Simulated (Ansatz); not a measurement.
Wires are cut from relaxed bulk FeO (Fm-3m, 10.00 Å³/atom, gap on the mesh 0.00 eV); atoms and period are relaxed, and energies count from that bulk.

These are results of DFT PBE, scalar-relativistic, plane waves, PAW (Ansatz 0.2.0), not measurements.

Cutoff 420 eV, Gaussian smearing of 0.05 eV, energies at zero smearing, symmetry of each start kept, collinear spin where a moment is listed.

| start | atoms | k mesh | excess energy (eV per host atom) | line energy (eV/Å) | period (Å) | gap on the mesh (eV) | highest filled level or Fermi level under vacuum (eV) | size of the moment (μB per cell) |
| --- | --- | --- | --- | --- | --- | --- | --- | --- |
| [001] wire, 10 host atoms a period | 10 | 1×1×8 | 0.328 | 0.881 | 3.717 | 0 | 4.31 | 19.44 |
| [001] wire, 18 host atoms a period | 18 | 1×1×8 | 0.124 | 0.584 | 3.834 | 0 | - | 34.66 |

Moments started parallel, and an antiferromagnetic order may lie lower.

Each run keeps its start's symmetry and one magnetic start, so lower states can exist.

Cost: 2 runs of about 58 core-minutes in all, on Arm Neoverse V1 (shared hosts).